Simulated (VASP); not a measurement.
# CuI (F-43m) in VASP: further runs

The runs below take CuI through relaxation of cell and atoms, with PBE.

Everything below comes from runs of VASP 6.6.1. Logs are shortened: lines on timing, memory, paths and dates and some standing lists are left out, and cuts for length are marked.

**1. The crystal as given**

It takes space group F-43m (No. 216, cubic). The conventional cell has a = 6.063 Å, b = 6.063 Å, c = 6.063 Å, α = 90.00°, β = 90.00°, γ = 90.00°. Cu (site symmetry -43m) has 4 I at 2.63 Å as nearest neighbours. I (site symmetry -43m) has 4 Cu at 2.63 Å as nearest neighbours.

**2. Relaxation of cell and atoms, PBE, collinear spin, ferromagnetic start**

Contents of INCAR:

```
PREC = Accurate
ENCUT = 600
EDIFF = 1E-6
ISMEAR = 0
SIGMA = 0.03
LREAL = False
LASPH = True
NELM = 150
ALGO = Normal
ISIF = 3
LWAVE = False
LCHARG = False
ISPIN = 2
MAGMOM = 1 0
LORBIT = 11
LMAXMIX = 4
GGA = PE
IBRION = 2
NSW = 90
EDIFFG = -0.01
AMIX = 0.2
BMIX = 1E-4
AMIX_MAG = 0.8
BMIX_MAG = 1E-4
```

Contents of KPOINTS:

```
regular mesh
0
Gamma
  8 8 8
```

Contents of POSCAR:

```
CuI
1.0
    0.0000000000      3.0315000000      3.0315000000
    3.0315000000      0.0000000000      3.0315000000
    3.0315000000      3.0315000000      0.0000000000
Cu I
1 1
Direct
    0.2500000000      0.2500000000      0.2500000000
    0.0000000000      0.0000000000      0.0000000000
```

Potentials or basis: VASP PAW PBE potentials, release 64 (Cu, I).

The run is started by

```sh
$ cat potpaw_PBE.64/Cu/POTCAR potpaw_PBE.64/I/POTCAR > POTCAR
$ mpirun -np 1 vasp_std > vasp.out
```

OUTCAR:

```text
PREC = Accurate
   ENCUT = 600
   EDIFF = 1E-6
   ISMEAR = 0
   LREAL = False
   LASPH = True
   NELM = 150
   ISIF = 3
   ISPIN = 2
   LORBIT = 11
   GGA = PE
   IBRION = 2
   NSW = 90
   EDIFFG = -0.01
   AMIX = 0.2
   AMIX_MAG = 0.8

 ion  position               nearest neighbor table
   1  0.250  0.250  0.250-   2 2.63   2 2.63   2 2.63   2 2.63
   2  0.000  0.000  0.000-   1 2.63   1 2.63   1 2.63   1 2.63

  LATTYP: Found a face centered cubic cell.
 ALAT       =     6.0630000000

  Lattice vectors:

 A1 = (   0.0000000000,   3.0315000000,   3.0315000000)
 A2 = (   3.0315000000,   0.0000000000,   3.0315000000)
 A3 = (   3.0315000000,   3.0315000000,   0.0000000000)

Analysis of symmetry for initial positions (statically):
=====================================================================
 Subroutine PRICEL returns:
 Original cell was already a primitive cell.

 Routine SETGRP: Setting up the symmetry group for a
 face centered cubic supercell.

 Subroutine GETGRP returns: Found 24 space group operations
 (whereof 24 operations were pure point group operations)
 out of a pool of 48 trial point group operations.

The static configuration has the point symmetry T_d .

Analysis of symmetry for dynamics (positions and initial velocities):
=====================================================================
 Subroutine PRICEL returns:
 Original cell was already a primitive cell.

 Routine SETGRP: Setting up the symmetry group for a
 face centered cubic supercell.

 Subroutine GETGRP returns: Found 24 space group operations
 (whereof 24 operations were pure point group operations)
 out of a pool of 48 trial point group operations.

The dynamic configuration has the point symmetry T_d .

Analysis of structural, dynamic, and magnetic symmetry:
=====================================================================
 Subroutine PRICEL returns:
 Original cell was already a primitive cell.

 Routine SETGRP: Setting up the symmetry group for a
 face centered cubic supercell.

 Subroutine GETGRP returns: Found 24 space group operations
 (whereof 24 operations were pure point group operations)
 out of a pool of 48 trial point group operations.

The overall configuration has the point symmetry T_d .

 Subroutine INISYM returns: Found 24 space group operations
 (whereof 24 operations are pure point group operations),
 and found     1 'primitive' translations

----------------------------------------------------------------------------------------

                                     Primitive cell

  volume of cell :      55.7189

  direct lattice vectors                    reciprocal lattice vectors
     0.000000000  3.031500000  3.031500000    -0.164934851  0.164934851  0.164934851
     3.031500000  0.000000000  3.031500000     0.164934851 -0.164934851  0.164934851
     3.031500000  3.031500000  0.000000000     0.164934851  0.164934851 -0.164934851

  length of vectors
     4.287188414  4.287188414  4.287188414     0.285675541  0.285675541  0.285675541

  position of ions in fractional coordinates (direct lattice)
     0.250000000  0.250000000  0.250000000
     0.000000000  0.000000000  0.000000000

  ion indices of the primitive-cell ions
   primitive index   ion index
                 1           1
                 2           2

----------------------------------------------------------------------------------------

 KPOINTS: regular mesh

Automatic generation of k-mesh.
 Grid dimensions read from file:
 generate k-points for:    8    8    8

 Generating k-lattice:

  Cartesian coordinates                     Fractional coordinates (reciprocal lattice)
    -0.020616856  0.020616856  0.020616856     0.125000000  0.000000000  0.000000000
     0.020616856 -0.020616856  0.020616856     0.000000000  0.125000000  0.000000000
     0.020616856  0.020616856 -0.020616856     0.000000000  0.000000000  0.125000000

  Length of vectors
     0.035709443  0.035709443  0.035709443

  Shift w.r.t. Gamma in fractional coordinates (k-lattice)
     0.000000000  0.000000000  0.000000000

 Subroutine IBZKPT returns following result:
 ===========================================

 Found     29 irreducible k-points:

 Following reciprocal coordinates:
            Coordinates               Weight
  0.000000  0.000000  0.000000      1.000000
  0.125000  0.000000  0.000000      8.000000
  0.250000  0.000000  0.000000      8.000000
  0.375000  0.000000  0.000000      8.000000
  0.500000  0.000000  0.000000      4.000000
  0.125000  0.125000  0.000000      6.000000
[... 16 lines left out ...]
  0.500000  0.250000  0.125000     48.000000
 -0.375000  0.250000  0.125000     24.000000
 [... further k-points ...]
   k-points           NKPTS =     29   k-points in BZ     NKDIM =     29   number of bands    NBANDS=     14
   number of dos      NEDOS =    301   number of ions     NIONS =      2
   total plane-waves  NPLWV =  46656
   dimension x,y,z NGX =    36 NGY =   36 NGZ =   36
   dimension x,y,z NGXF=    72 NGYF=   72 NGZF=   72
   ions per type =               1   1
   NGX,Y,Z   is equivalent  to a cutoff of  13.96, 13.96, 13.96 a.u.
   NGXF,Y,Z  is equivalent  to a cutoff of  27.92, 27.92, 27.92 a.u.
 SYSTEM =  unknown system
   PREC   = accura    normal or accurate (medium, high low for compatibility)
   ISTART =      0    job   : 0-new  1-cont  2-samecut
   ICHARG =      2    charge: 1-file 2-atom 10-const
   ISPIN  =      2    spin polarized calculation?
   LNONCOLLINEAR =      F non collinear calculations
   LSORBIT =      F    spin-orbit coupling
   LASPH  =      T    aspherical Exc in radial PAW
   ENCUT  =  600.0 eV  44.10 Ry    6.64 a.u.   8.56  8.56  8.56*2*pi/ulx,y,z
   NELM   =    150;   NELMIN=  2; NELMDL= -5     # of ELM steps
   EDIFF  = 0.1E-05   stopping-criterion for ELM
   LREAL  =      F    real-space projection
   EDIFFG = -.1E-01   stopping-criterion for IOM
   NSW    =     90    number of steps for IOM
   IBRION =      2    ionic relax: 0-MD 1-quasi-New 2-CG
   NFREE  =      1    steps in history (QN), initial steepest desc. (CG)
   ISIF   =      3    stress and relaxation
   ISYM   =      2    0-nonsym 1-usesym 2-fastsym
   POTIM  = 0.5000    time-step for ionic-motion
   TEBEG  =    0.0;   TEEND  =   0.0 temperature during run
   PSTRESS=    0.0 pullay stress
   NELECT =      18.0000    total number of electrons
   NUPDOWN=      -1.0000    fix difference up-down
   EMIN   =  10.00;   EMAX   =-10.00  energy-range for DOS
   EFERMI =   0.00;   METHOD = LEGACY
   ISMEAR =     0;   SIGMA  =   0.03  broadening in eV -4-tet -1-fermi 0-gaus
   EFERMI_NEDOS =   21; number of points for ismear=-14 and -15
   IALGO  =     38    algorithm
   IMIX   =      4    mixing-type and parameters
     AMIX     =   0.20;   BMIX     =  0.00
     AMIX_MAG =   0.80;   BMIX_MAG =  0.00
  volume/ion in A,a.u.               =      27.86       188.00
  Fermi-wavevector in a.u.,A,eV,Ry     =   1.123306  2.122741 17.168055  1.261816
  Thomas-Fermi vector in A             =   2.259971
   LORBIT       =     11    0 simple, 1 ext, 2 COOP (PROOUT), +10 PAW based schemes
   GGA     = PE    functional components
   LHFCALC =     F    Hartree Fock is set to
   AEXX    =    0.0000 exact exchange contribution
   IVDW    =     0    specifies the selected vdW correction
   LEPSILON=     F    determine dielectric tensor
   LRPA    =     F    only Hartree local field effects (RPA)
 conjugate gradient relaxation of ions
 spin polarized calculation
 Gauss-broadening in eV      SIGMA  =   0.03
  energy-cutoff  :      600.00
  volume of cell :       55.72
 maximum number of plane-waves:      1880
 NGX is ok and might be reduce to    36
   NGX = 17   NGY = 17   NGZ = 17

--------------------------------------- Ionic step        1  -------------------------------------------

 number of electron      18.0000006 magnetization      -0.0018445

 number of electron      18.0000006 magnetization       0.0000771

 Free energy of the ion-electron system (eV)
  ---------------------------------------------------
  ext. energy  EPLUGINS =         0.00000000
  ---------------------------------------------------
  free energy    TOTEN  =        -5.56198863 eV

  energy without entropy =       -5.56198863  energy(sigma->0) =       -5.56198863

------------------------ aborting loop because EDIFF is reached ----------------------------------------

  FORCE on cell =-STRESS in cart. coord.  units (eV):
  Direction    XX          YY          ZZ          XY          YZ          ZX
  --------------------------------------------------------------------------------------
  -------------------------------------------------------------------------------------
  Total        0.1109910      0.1109910      0.1109910      0.0000000     -0.0000000      0.0000000
  in kB        3.1915062      3.1915062      3.1915062      0.0000000     -0.0000000      0.0000000
  external PRESSURE =       3.1915062 kB  Pullay stress =       0.0000000 kB
[... 61 lines left out ...]
--------------------------------------- Ionic step        3  -------------------------------------------

 number of electron      18.0000009 magnetization       0.0000000

 number of electron      18.0000009 magnetization      -0.0000000

 Free energy of the ion-electron system (eV)
  ---------------------------------------------------
  ext. energy  EPLUGINS =         0.00000000
  ---------------------------------------------------
  free energy    TOTEN  =        -5.56255512 eV

  energy without entropy =       -5.56255512  energy(sigma->0) =       -5.56255512

 E-fermi :   4.5073     XC(G=0):  -8.8882

 val. band max:        4.3170713016   @ k =   0.0000   0.0000   0.0000
 cond. band min:       5.4332796860   @ k =   0.0000   0.0000   0.0000
 fundamental gap:      1.1162083844
 Fermi energy:         4.5073043366

 spin component 1

 k-point     1 :       0.0000    0.0000    0.0000
  band No.  band energies     occupation
      1      -9.6382      1.00000
      2       0.7255      1.00000
      3       0.7255      1.00000
      4       0.7255      1.00000
      5       2.5089      1.00000
      6       2.5089      1.00000
      7       4.3171      1.00000
      8       4.3171      1.00000
      9       4.3171      1.00000
     10       5.4333      0.00000
     11       9.2001      0.00000
     12       9.2001      0.00000
     13       9.2001      0.00000
     14      12.4810      0.00000
[... 376 lines left out ...]
  band No.  band energies     occupation
      1      -9.0117      1.00000
      2      -0.9442      1.00000
      3       0.1900      1.00000
      4       0.6954      1.00000
      5       2.4467      1.00000
      6       2.5202      1.00000
      7       2.6329      1.00000
      8       3.0474      1.00000
      9       3.3402      1.00000
     10       7.7858      0.00000
     11       9.0034      0.00000
     12      10.5085      0.00000
     13      11.6905      0.00000
     14      12.8305      0.00000

 [... further k-points ...]

 spin component 2

 k-point     1 :       0.0000    0.0000    0.0000
  band No.  band energies     occupation
      1      -9.6382      1.00000
      2       0.7255      1.00000
      3       0.7255      1.00000
      4       0.7255      1.00000
      5       2.5089      1.00000
      6       2.5089      1.00000
      7       4.3171      1.00000
      8       4.3171      1.00000
      9       4.3171      1.00000
     10       5.4333      0.00000
     11       9.2001      0.00000
     12       9.2001      0.00000
     13       9.2001      0.00000
     14      12.4810      0.00000
[... 420 lines left out ...]
  FREE ENERGIE OF THE ION-ELECTRON SYSTEM (eV)
  ---------------------------------------------------
  free  energy   TOTEN  =        -5.5625551179 eV

  energy  without entropy=       -5.5625551179  energy(sigma->0) =       -5.56255512

 reached required accuracy - stopping structural energy minimisation

 total charge

# of ion       s       p       d       tot
------------------------------------------
    1        0.323   0.255   9.335   9.913
    2        1.493   2.758   0.052   4.303
--------------------------------------------------
tot          1.816   3.013   9.386  14.216

 magnetization (x)

# of ion       s       p       d       tot
------------------------------------------
    1        0.000  -0.000  -0.000  -0.000
    2        0.000   0.000   0.000   0.000
--------------------------------------------------
tot          0.000   0.000  -0.000   0.000
```

It took 54 s on 1 thread of Intel Xeon 6975P-C (Granite Rapids), shared host; peak memory 0.26 GiB.

Results:

```yaml
Free_energy: -5.5626 eV
Relaxed_volume: 28.15 Å³/atom
Relaxed_cell: a = 4.302 Å, b = 4.302 Å, c = 4.302 Å, α = 60.00°, β = 60.00°, γ = 60.00°
Space_group_after_relaxing_to_0.05_Å: F-43m (No. 216)
Energy_gained_by_relaxing: 0.3 meV/atom
Ionic_steps: 3
Pressure_after_relaxing: 0.0 GPa
Band_gap_on_the_k_mesh: 1.12 eV, direct
Net_moment: 0.00 μB per cell
Valence_electrons_inside_the_program's_atomic_spheres: Cu 9.91; I 4.30
```

Step by step:
```csv
step,energy change (eV),largest force (eV/Å),pressure (GPa),volume (Å³)
1,0.0000,0.0000,0.32,55.72
2,-0.0006,0.0000,0.08,56.17
3,-0.0006,0.0000,0.00,56.31
```

Final structure:
```cif
data_structure
_symmetry_space_group_name_H-M 'P 1'
_symmetry_Int_Tables_number 1
_cell_length_a 4.3023
_cell_length_b 4.3023
_cell_length_c 4.3023
_cell_angle_alpha 60.000
_cell_angle_beta 60.000
_cell_angle_gamma 60.000
_cell_volume 56.31
loop_
_atom_site_label
_atom_site_type_symbol
_atom_site_fract_x
_atom_site_fract_y
_atom_site_fract_z
_atom_site_occupancy
Cu1 Cu 0.25000 0.25000 0.25000 1
I1 I 0.00000 0.00000 0.00000 1
```

Levels at points of the mesh, in eV from the valence-band top:
Spin up:
| k point | band 7 | band 8 | band 9 | band 10 | band 11 | band 12 |
| --- | --- | --- | --- | --- | --- | --- |
| (0.00, 0.00, 0.00) | 0.00 | 0.00 | 0.00 | 1.12 | 4.88 | 4.88 |
| (0.50, 0.00, 0.00) | -1.74 | -0.69 | -0.69 | 2.15 | 5.41 | 5.41 |
| (0.50, 0.50, 0.00) | -1.72 | -1.46 | -1.46 | 2.74 | 2.91 | 9.12 |
Spin down:
| k point | band 7 | band 8 | band 9 | band 10 | band 11 | band 12 |
| --- | --- | --- | --- | --- | --- | --- |
| (0.00, 0.00, 0.00) | 0.00 | 0.00 | 0.00 | 1.12 | 4.88 | 4.88 |
| (0.50, 0.00, 0.00) | -1.74 | -0.69 | -0.69 | 2.15 | 5.41 | 5.41 |
| (0.50, 0.50, 0.00) | -1.72 | -1.46 | -1.46 | 2.74 | 2.91 | 9.12 |

Caveat: spin-orbit coupling is left out, which moves the levels of the heavy elements. PBE usually gives volumes a little too large and moduli too small.

[end of part 1 of 2]
